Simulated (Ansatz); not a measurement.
The reference is BaSnO$_{3}$ in the cubic perovskite structure (space group Pm-3m, No. 221; a = 4.122 Å). Axes: x, y, z lie along the cube axes.

The values are results of plane-wave PAW DFT at the PBEsol level (Ansatz, a program for electronic structure, 420 eV), no spin-orbit coupling, earlier PAW set, not measurements.

It is then changed as follows: a pure shear with ε_xy = ε_yx = -0.0319; the atoms relax in the strained cell.

Q: Predict the stress tensor and what it implies for the stiffness.

A: Stress of the strained cell less that of the base (GPa, compression positive):
```
   0.35    6.11    0.00
   6.11    0.35    0.00
   0.00    0.00    0.25
```

Then −Δσ/γ with γ = 2ε = -0.0638 gives secant stiffness values (nonlinear terms included at this strain): C66 ≈ 96 GPa.

As a check, the harmonic strain energy −½ V₀ Δσ:ε is 17 meV/atom; the computed energy rise is 17 meV/atom.

Whether these cells are dynamically stable was not tested.
